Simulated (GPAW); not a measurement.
# NiO (Fm-3m) in GPAW: further runs

One crystal, NiO, is run at these levels: LDA, SCAN, revPBE+D3; tasks: band structure, equation of state.

Everything below comes from runs of GPAW 26.7.0. Logs are shortened: lines on timing, memory, paths and dates and some standing lists are left out, and cuts for length are marked. The log counts tension as positive stress, the text compression.

**Experimental background.**

“Local correlations, non-local screening, multiplets, and band formation in NiO”, 2012, arxiv:1210.6675 quotes, for a bulk crystal of NiO: band gap 4.3 eV.

The results are compared with them further down.

### Step 1. Starting point

Symmetry: Fm-3m, No. 225, cubic system. Conventional cell: a = 4.172 Å, b = 4.172 Å, c = 4.172 Å, α = 90.00°, β = 90.00°, γ = 90.00°. Ni (site symmetry m-3m) is surrounded by 6 O at 2.09 Å. O (site symmetry m-3m) has 6 Ni at 2.09 Å as nearest neighbours.

### Step 2. Band structure, LDA, collinear spin, ferromagnetic start

The input, run.py:

```python
from ase import Atoms
from ase.dft.bandgap import bandgap
from ase.io import write
from ase.units import GPa
from gpaw import GPAW, PW, setup_paths

setup_paths.insert(0, '.')

atoms = Atoms(['Ni', 'O'],
              cell=[[0.0, 2.0859016414, 2.0859016414],
                    [2.0859016414, 0.0, 2.0859016414],
                    [2.0859016414, 2.0859016414, 0.0]],
              scaled_positions=[[0.0, 0.0, 0.0],
                                [0.5, 0.5, 0.5]],
              pbc=True)
atoms.set_initial_magnetic_moments([1.0, 0.0])

calc = GPAW(mode=PW(800),
            xc='LDA',
            kpts={'size': (8, 8, 8), 'gamma': True},
            occupations={'name': 'fermi-dirac', 'width': 0.05},
            setups={'Ni': 'jth', 'O': 'jth'},
            nbands=-11,
            convergence={'density': 1e-05, 'energy': 1e-05},
            maxiter=150,
            txt='gpaw.txt')
atoms.calc = calc
energy = atoms.get_potential_energy()
forces = atoms.get_forces()
stress = atoms.get_stress()
calc.write('gs.gpw')
write('result.traj', atoms)
print(f'Energy: {energy:.6f} eV')
print('Forces (eV/A):')
print(forces.round(4))
print('Stress (GPa):', (stress / GPa).round(3))
print('Moments:', calc.get_magnetic_moments().round(3))
print('Fermi level:', round(calc.get_fermi_level(), 4), 'eV')
print(f'Gap: {bandgap(calc)[0]:.4f} eV, direct: {bandgap(calc, direct=True)[0]:.4f} eV')

path = atoms.cell.bandpath('GXWKGLUWLK,UX', npoints=60, eps=1e-4)
bs_calc = calc.fixed_density(kpts=path, symmetry='off', nbands=-18,
                             convergence={'bands': 'CBM+6.0', 'eigenstates': 1e-6}, txt='bands.txt')
bs = bs_calc.band_structure()
bs.write('bs.json')
print(f'Gap on the path: {bandgap(bs_calc)[0]:.4f} eV')
```

Potentials or basis: JTH PAW 2.0, LDA, pw.

Started as:

```sh
> OMP_NUM_THREADS=1 python run.py
```

gpaw.txt:

```text
__  _  _
 | _ |_)|_||  |
 |__||  | ||/\| - 26.7.0

Input parameters:
  mode=PW(ecut=800.0),
  convergence={'density': 1e-05, 'energy': 1e-05},
  kpts=MonkhorstPack(size=(8, 8, 8), gamma=True),
  maxiter=150,
  nbands=-11,
  occupations=Occupations(name='fermi-dirac', width=0.05),
  setups={'Ni': 'jth', 'O': 'jth'},
  xc=XC(name='LDA')

Diagonalizing LCAO Hamiltonian
Converting LCAO to pw mode

              O

       Ni

Atoms  # Å, Bohr magnetons
|   | symbol |        x |        y |        z |    initial magnetic moments |
|---|--------|----------|----------|----------|-----------------------------|
| 0 |     Ni | 0.000000 | 0.000000 | 0.000000 | ( 0.0000,  0.0000,  1.0000) |
| 1 |      O | 2.085902 | 2.085902 | 2.085902 | ( 0.0000,  0.0000,  0.0000) |

Unit cell  # Å
| periodic |        x |        y |        z |  lengths |    angles |
|----------|----------|----------|----------|----------|-----------|
|      yes | 0.000000 | 2.085902 | 2.085902 | 2.949910 | 60.000000 |
|      yes | 2.085902 | 0.000000 | 2.085902 | 2.949910 | 60.000000 |
|      yes | 2.085902 | 2.085902 | 0.000000 | 2.949910 | 60.000000 |

Number of symmetries: 48
Symmetry operations  # r_c * U_cc + t_c -> r_c
|    | kind |            matrix            |
|----|------|------------------------------|
|  0 |  σ   |  1, 0, 0,  1, 0,-1,  1,-1, 0 |
|  1 |  C2  |  1, 0, 0,  1,-1, 0,  1, 0,-1 |
|  2 |  E   |  1, 0, 0,  0, 1, 0,  0, 0, 1 |
|  3 |  σ   |  1, 0, 0,  0, 0, 1,  0, 1, 0 |
|  4 |  C4  |  1, 0,-1,  1, 0, 0,  1,-1, 0 |
|  5 |  S6  |  1, 0,-1,  1,-1, 0,  1, 0, 0 |
|  6 |  σ   |  1, 0,-1,  0, 1,-1,  0, 0,-1 |
|  7 |  C3  |  1, 0,-1,  0, 0,-1,  0, 1,-1 |
|  8 |  S6  |  1,-1, 0,  1, 0, 0,  1, 0,-1 |
|  9 |  C4  |  1,-1, 0,  1, 0,-1,  1, 0, 0 |
| 10 |  C3  |  1,-1, 0,  0,-1, 1,  0,-1, 0 |
| 11 |  σ   |  1,-1, 0,  0,-1, 0,  0,-1, 1 |
| 12 |  σ   |  0, 1, 0,  1, 0, 0,  0, 0, 1 |
| 13 |  C4  |  0, 1, 0,  0, 1,-1, -1, 1, 0 |
| 14 |  C3  |  0, 1, 0,  0, 0, 1,  1, 0, 0 |
| 15 |  S6  |  0, 1, 0, -1, 1, 0,  0, 1,-1 |
| 16 |  C2  |  0, 1,-1,  1, 0,-1,  0, 0,-1 |
| 17 |  σ   |  0, 1,-1,  0, 1, 0, -1, 1, 0 |
| 18 |  S4  |  0, 1,-1,  0, 0,-1,  1, 0,-1 |
| 19 |  C4  |  0, 1,-1, -1, 1, 0,  0, 1, 0 |
| 20 |  C3  |  0, 0, 1,  1, 0, 0,  0, 1, 0 |
| 21 |  σ   |  0, 0, 1,  0, 1, 0,  1, 0, 0 |
| 22 |  S6  |  0, 0, 1,  0,-1, 1, -1, 0, 1 |
| 23 |  C4  |  0, 0, 1, -1, 0, 1,  0,-1, 1 |
| 24 |  S4  |  0, 0,-1,  1, 0,-1,  0, 1,-1 |
| 25 |  C3  |  0, 0,-1,  0, 1,-1,  1, 0,-1 |
| 26 |  C2  |  0, 0,-1,  0,-1, 0, -1, 0, 0 |
| 27 |  S6  |  0, 0,-1, -1, 0, 0,  0,-1, 0 |
| 28 |  S4  |  0,-1, 1,  1,-1, 0,  0,-1, 0 |
| 29 |  C4  |  0,-1, 1,  0, 0, 1, -1, 0, 1 |
| 30 |  C2  |  0,-1, 1,  0,-1, 0,  1,-1, 0 |
| 31 |  σ   |  0,-1, 1, -1, 0, 1,  0, 0, 1 |
| 32 |  C3  |  0,-1, 0,  1,-1, 0,  0,-1, 1 |
| 33 |  S6  |  0,-1, 0,  0, 0,-1, -1, 0, 0 |
| 34 |  S4  |  0,-1, 0,  0,-1, 1,  1,-1, 0 |
| 35 |  C2  |  0,-1, 0, -1, 0, 0,  0, 0,-1 |
| 36 |  C2  | -1, 1, 0,  0, 1, 0,  0, 1,-1 |
| 37 |  S6  | -1, 1, 0,  0, 1,-1,  0, 1, 0 |
| 38 |  S4  | -1, 1, 0, -1, 0, 1, -1, 0, 0 |
| 39 |  C3  | -1, 1, 0, -1, 0, 0, -1, 0, 1 |
| 40 |  S6  | -1, 0, 1,  0, 0, 1,  0,-1, 1 |
| 41 |  C2  | -1, 0, 1,  0,-1, 1,  0, 0, 1 |
| 42 |  C3  | -1, 0, 1, -1, 1, 0, -1, 0, 0 |
| 43 |  S4  | -1, 0, 1, -1, 0, 0, -1, 1, 0 |
| 44 |  C2  | -1, 0, 0,  0, 0,-1,  0,-1, 0 |
| 45 |  i   | -1, 0, 0,  0,-1, 0,  0, 0,-1 |
| 46 |  σ   | -1, 0, 0, -1, 1, 0, -1, 0, 1 |
| 47 |  C2  | -1, 0, 0, -1, 0, 1, -1, 1, 0 |

BZ-sampling:
  Number of BZ points: 512
  Number of IBZ points: 29

  Monkhorst-Pack size: [8, 8, 8]
  Monkhorst-Pack shift: [0.0625, 0.0625, 0.0625]

K-points  # in reciprocal-cell coordinates
|     |                                coordinates |     weight |
|-----|--------------------------------------------|------------|
|   0 | (  0.00000000,   0.00000000,   0.00000000) | 0.00195312 |
|   1 | (  0.12500000,   0.12500000,   0.00000000) | 0.01171875 |
|   2 | (  0.12500000,   0.12500000,   0.12500000) | 0.01562500 |
|   3 | (  0.25000000,   0.12500000,   0.12500000) | 0.02343750 |
|   4 | (  0.25000000,   0.25000000,   0.00000000) | 0.01171875 |
|   5 | (  0.25000000,   0.25000000,   0.12500000) | 0.04687500 |
|   6 | (  0.25000000,   0.25000000,   0.25000000) | 0.01562500 |
|   7 | (  0.37500000,   0.25000000,  -0.37500000) | 0.04687500 |
|   8 | (  0.37500000,   0.25000000,   0.12500000) | 0.04687500 |
|   9 | (  0.37500000,   0.25000000,   0.25000000) | 0.04687500 |
| ... |                                            |            |
|  28 | (  0.50000000,   0.50000000,   0.50000000) | 0.00781250 |

Plane wave coefficients: 950
Cutoff: 800.0 eV

Spin-components: 2 (collinear spins)
Bands:           23
Projectors:      10
Spin-degeneracy: 1
Datatype:        complex128

Parallelization:
  kpt:    1
  domain: 1
  band:   1

Density:
  Valence electrons: 24.0
  Components: 2
  Grid points: [20 20 20]
  Charge: 0.0  # |e|

Potential:
  Grid points: [20 20 20]

species:
  Ni:
    name:    Nickel
    Z:       28.0
    valence: 18
    core:    10
    charge:  0.0  # [|e|]
    compensation charges:
      type: sinc
      rc: 0.85  # [Å]
      lmax: 2
    cutoffs:
      filter: 0.96  # [Å]
      core: 0.75  # [Å]
    projectors
    | kind |    occ | energy [eV] | rcut [Å] |
    |------|--------|-------------|----------|
    |   3s |  2.000 |    -110.501 |    0.906 |
    |   4s |  2.000 |      -5.860 |    0.906 |
    |   3p |  6.000 |     -71.260 |    0.741 |
    |    p |        |      47.620 |    0.741 |
    |   3d |  8.000 |      -9.140 |    0.799 |
    |    d |        |      40.817 |    0.799 |

    Using partial waves for Ni as LCAO basis

  O:
    name:    Oxygen
    Z:       8.0
    valence: 6
    core:    2
    charge:  0.0  # [|e|]
    compensation charges:
      type: sinc
      rc: 0.64  # [Å]
      lmax: 2
    cutoffs:
      filter: 0.75  # [Å]
      core: 0.85  # [Å]
    projectors
    | kind |    occ | energy [eV] | rcut [Å] |
    |------|--------|-------------|----------|
    |   2s |  2.000 |     -23.754 |    0.749 |
    |    s |        |      27.211 |    0.749 |
    |   2p |  4.000 |      -9.198 |    0.749 |
    |    p |        |      27.211 |    0.749 |

    Using partial waves for O as LCAO basis

Reference energy: -43336.483156  # eV

eigensolver:
  PPCG
  Converge bands: occupied
  niter=2

density mixing:
  MSR1-Mixer
  Pratt-step length: 0.05
  Maximum mixing coefficient: 0.75
  Old densities: 10
  SVD Regularization: 0.005
  Good broyden scale: 1.0
  Trust region scale: 1.0
  Backstep threshold: 4.0
  History deletion threshold: 6.0
  Fourier metric: weight=20.0, sigma=0.015

occupation numbers:
  Fermi-Dirac:
    width: 0.0500  # eV

poisson solver:
  ecut: 6400.0  # eV

xc functional:
  name: None

convergence criteria:
- Maximum integral of absolute [dens]ity change: 1e-05 electrons / valence electron
- Maximum [total energy] change in last 3 cyles: 1e-05 eV / valence electron
- Maximum integral of absolute [eigenst]ate change: 4e-08 eV^2 / valence electron
maximum number of iterations: 150

SCF iterations
|iter     | |      energy | eigst |  dens |  magmom |
|---------|-|-------------|-------|-------|---------|
|iter:   1| |  -14.949886 | +0.17 |       |  +1.0008|
|iter:   2| |  -14.859572 | -2.36 | -1.16 |  +0.9909|
|iter:   3| |  -14.605466 | -1.47 | -1.20 |  +0.8452|
|iter:   4| |  -14.619646 | -2.06 | -1.64 |  +0.7881|
|iter:   5| |  -14.578718 | -2.40 | -1.72 |  +0.7626|
|iter:   6| |  -14.578806 | -4.42 | -2.16 |  +0.7228|
|iter:   7| |  -14.578856c| -6.04 | -2.92 |  +0.7187|
|iter:   8| |  -14.578861c| -6.11 | -3.22 |  +0.7136|
|iter:   9| |  -14.578851c| -7.35 | -3.97 |  +0.7123|
|iter:  10| |  -14.578841c| -7.63c| -4.27 |  +0.7109|
|iter:  11| |  -14.578837c| -7.72c| -4.67 |  +0.7104|
|iter:  12| |  -14.578837c| -8.64c| -5.47c|  +0.7104|

Converged in 12 steps
Energy contributions relative to reference atoms: (reference = -43336.483156)

Energy contributions:
  Kinetic:          -5.942772
  Coulomb:           8.851490
  Zero:             -0.644196
  External:          0.000000
  Xc:              -16.836918
  Entropy:          -0.012882
  Spinorbit:         0.000000
  ----------------------------
  Free energy:     -14.585278
  Extrapolated:    -14.578837

dipole moment: (-22.439549, -22.439549, -22.439549)  # |e|*Ang

Total magnetic moment: (0.000000, 0.000000, 0.710368)

Local magnetic moments
|        x |        y |        z |
|----------|----------|----------|
| 0.000000 | 0.000000 | 0.549679 |  # Ni   0
| 0.000000 | 0.000000 | 0.094432 |  # O    1

Fermi level: 7.659
Eigenvalues  # (at kpt = [0.000, 0.000, 0.000])
| band index |      eig [eV] | occ [0-1] |      eig [eV] | occ [0-1] |
|------------|---------------|-----------|---------------|-----------|
|          0 |       -94.919 |     1.000 |       -94.222 |     1.000 |
|        ... |               |           |               |           |
|          5 |         4.523 |     1.000 |         4.715 |     1.000 |
|          6 |         4.523 |     1.000 |         4.715 |     1.000 |
|          7 |         4.523 |     1.000 |         4.715 |     1.000 |
|          8 |         5.638 |     1.000 |         6.048 |     1.000 |
|          9 |         5.638 |     1.000 |         6.048 |     1.000 |
|         10 |         5.639 |     1.000 |         6.048 |     1.000 |
[... 8 lines left out ...]
|         19 |        29.981 |     0.000 |        30.174 |     0.000 |
|         20 |        29.981 |     0.000 |        30.174 |     0.000 |
|        ... |               |           |               |           |
|         22 |        33.504 |     0.000 |        33.750 |     0.000 |

No gap
No difference between direct/indirect transitions

Forces  # eV/Ang
|       x |        y |       z |
|---------|----------|---------|
| 0.00000 | -0.00000 | 0.00000 |  # Ni   0
| 0.00000 |  0.00000 | 0.00000 |  # O    1

Stress tensor  # eV/Ang^3
|         x |         y |         z |
|-----------|-----------|-----------|
|  0.174649 | -0.000000 | -0.000000 |
| -0.000000 |  0.174649 | -0.000000 |
| -0.000000 | -0.000000 |  0.174649 |

# Writing to gs.gpw (mode='')
```

Run time: 34 s. Hardware: 1 thread of Intel Xeon Platinum 8488C (Sapphire Rapids), shared host; peak memory 0.25 GiB.

Results:

- Free energy: -14.5853 eV
- Pressure: -28.0 GPa
- Band gap along the path: none (metal or under the smearing width)
- Net moment: 0.71 μB per cell
- Site moments: Ni +0.55; O +0.09 μB

Levels at the corners of the path, in eV from the Fermi level:
Spin up:
```
point  band 9  band 10  band 11  band 12  band 13  band 14
    Γ   -2.02    -2.02    -2.02    -2.02    -2.02     1.61
    X   -3.00    -1.63    -1.06    -0.91    -0.91     6.16
    W   -1.31    -1.31    -1.20    -0.91    -0.34     8.46
    K   -1.93    -1.05    -0.86    -0.86    -0.32     7.79
    Γ   -2.02    -2.02    -2.02    -2.02    -2.02     1.61
    L   -1.20    -1.20    -0.80     0.99     0.99     5.58
    U   -1.93    -1.05    -0.86    -0.86    -0.32     7.79
    W   -1.31    -1.31    -1.20    -0.91    -0.34     8.46
    L   -1.20    -1.20    -0.80     0.99     0.99     5.58
    K   -1.93    -1.05    -0.86    -0.86    -0.32     7.79
    U   -1.93    -1.05    -0.86    -0.86    -0.32     7.79
    X   -3.00    -1.63    -1.06    -0.91    -0.91     6.16
```
Spin down:
| point | band 8 | band 9 | band 10 | band 11 | band 12 | band 13 | band 14 |
| --- | --- | --- | --- | --- | --- | --- | --- |
| Γ | -2.94 | -1.61 | -1.61 | -1.61 | -1.22 | -1.22 | 1.75 |
| X | -4.25 | -2.65 | -0.81 | -0.46 | -0.46 | -0.24 | 6.33 |
| W | -5.60 | -0.90 | -0.90 | -0.46 | -0.38 | 0.39 | 8.67 |
| K | -4.85 | -1.51 | -0.60 | -0.42 | -0.09 | 0.41 | 7.96 |
| Γ | -2.94 | -1.61 | -1.61 | -1.61 | -1.22 | -1.22 | 1.75 |
| L | -5.26 | -0.73 | -0.73 | -0.37 | 1.65 | 1.65 | 5.67 |
| U | -4.85 | -1.51 | -0.60 | -0.42 | -0.09 | 0.41 | 7.96 |
| W | -5.60 | -0.90 | -0.90 | -0.46 | -0.38 | 0.39 | 8.67 |
| L | -5.26 | -0.73 | -0.73 | -0.37 | 1.65 | 1.65 | 5.67 |
| K | -4.85 | -1.51 | -0.60 | -0.42 | -0.09 | 0.41 | 7.96 |
| U | -4.85 | -1.51 | -0.60 | -0.42 | -0.09 | 0.41 | 7.96 |
| X | -4.25 | -2.65 | -0.81 | -0.46 | -0.46 | -0.24 | 6.33 |

Caveat: the program truncates these outside data sets; so large a pressure means that the cell lies far from this level's equilibrium, or that cutoff or potentials fall short; a cell with one magnetic atom can't hold antiferromagnetic order, which such compounds often take; semilocal functionals often make such compounds metallic where correlation or magnetic order opens a gap, which also shifts bond lengths.

### Step 3. Band structure, SCAN, collinear spin, ferromagnetic start

The input, run.py:

```python
from ase.dft.bandgap import bandgap
from ase.io import read, write
from ase.units import GPa
from gpaw import GPAW, PW

atoms = read('POSCAR')
atoms.set_initial_magnetic_moments([1.0, 0.0])

calc = GPAW(mode=PW(800),
            xc='MGGA_X_SCAN+MGGA_C_SCAN',
            kpts={'size': (8, 8, 8), 'gamma': True},
            occupations={'name': 'fermi-dirac', 'width': 0.05},
            nbands=22,
            convergence={'density': 1e-05, 'energy': 1e-05},
            maxiter=150,
            txt='gpaw.txt')
atoms.calc = calc
energy = atoms.get_potential_energy()
forces = atoms.get_forces()
stress = atoms.get_stress()
calc.write('gs.gpw')
write('result.traj', atoms)
print(f'Energy: {energy:.6f} eV')
print('Forces (eV/A):')
print(forces.round(4))
print('Stress (GPa):', (stress / GPa).round(3))
print('Moments:', calc.get_magnetic_moments().round(3))
print('Fermi level:', round(calc.get_fermi_level(), 4), 'eV')
print(f'Gap: {bandgap(calc)[0]:.4f} eV, direct: {bandgap(calc, direct=True)[0]:.4f} eV')

path = atoms.cell.bandpath('GXWKGLUWLK,UX', npoints=100, eps=1e-4)
bs_calc = calc.fixed_density(kpts=path, symmetry='off', nbands=31,
                             convergence={'bands': 'CBM+6.0', 'eigenstates': 1e-6}, txt='bands.txt')
bs = bs_calc.band_structure()
bs.write('bs.json')
print(f'Gap on the path: {bandgap(bs_calc)[0]:.4f} eV')
```

The input, POSCAR:

```
NiO
1.0
    0.0000000000      2.0859016414      2.0859016414
    2.0859016414      0.0000000000      2.0859016414
    2.0859016414      2.0859016414      0.0000000000
Ni O
1 1
Direct
    0.0000000000      0.0000000000      0.0000000000
    0.5000000000      0.5000000000      0.5000000000
```

Potentials or basis: GPAW PAW data sets (gpaw-data 1.2.1), pw.

Started as:

```sh
> OMP_NUM_THREADS=1 python run.py
```

Wall time 1.8 min (1 thread of Intel Xeon Platinum 8488C (Sapphire Rapids), shared host); peak memory 0.39 GiB.

The run converged. Its results:

```yaml
Free_energy: -25.6273 eV
Pressure: 6.6 GPa
Band_gap_on_the_k_mesh: 0.62 eV, indirect (least direct gap 1.69 eV)
Band_gap_along_the_path: 0.62 eV, indirect (least direct gap 1.57 eV)
Net_moment: 2.00 μB per cell
Site_moments: Ni +1.70; O +0.22 μB
```

Levels at the corners of the path, in eV from the valence-band top:
Spin up:
```tsv
point	band 9	band 10	band 11	band 12	band 13
Γ	-3.08	-3.07	-3.07	-3.07	1.85
X	-3.67	-3.08	-2.08	-2.08	6.44
W	-2.26	-2.26	-2.08	-1.78	8.91
K	-2.38	-2.20	-1.93	-1.65	8.17
Γ	-3.08	-3.07	-3.07	-3.07	1.85
L	-2.44	-1.77	0.00	0.00	6.05
U	-2.38	-2.20	-1.93	-1.65	8.17
W	-2.26	-2.26	-2.08	-1.78	8.91
L	-2.44	-1.77	0.00	0.00	6.05
K	-2.38	-2.20	-1.93	-1.65	8.17
U	-2.38	-2.20	-1.93	-1.65	8.17
X	-3.67	-3.08	-2.08	-2.08	6.44
```
Spin down:
```
point  band 7  band 8  band 9  band 10  band 11  band 12  band 13
    Γ   -2.38   -2.19   -2.19    -2.19     0.62     0.62     2.40
    X   -3.83   -3.14   -1.10    -1.10     1.12     1.71     7.07
    W   -5.09   -1.35   -1.35    -1.10     1.57     2.25     9.74
    K   -4.27   -1.89   -1.23    -0.96     1.81     2.28     8.80
    Γ   -2.38   -2.19   -2.19    -2.19     0.62     0.62     2.40
    L   -4.65   -1.20   -1.20    -0.82     3.53     3.53     6.32
    U   -4.27   -1.89   -1.23    -0.96     1.81     2.28     8.80
    W   -5.09   -1.35   -1.35    -1.10     1.57     2.25     9.74
    L   -4.65   -1.20   -1.20    -0.82     3.53     3.53     6.32
    K   -4.27   -1.89   -1.23    -0.96     1.81     2.28     8.80
    U   -4.27   -1.89   -1.23    -0.96     1.81     2.28     8.80
    X   -3.83   -3.14   -1.10    -1.10     1.12     1.71     7.07
```

Caveat: the stock nickel data set gives pressures a few GPa off other programs; the PAW data sets were made with another functional, which shifts forces and pressure a little; a cell with one magnetic atom can't hold antiferromagnetic order, which such compounds often take.

[end of part 1 of 2]
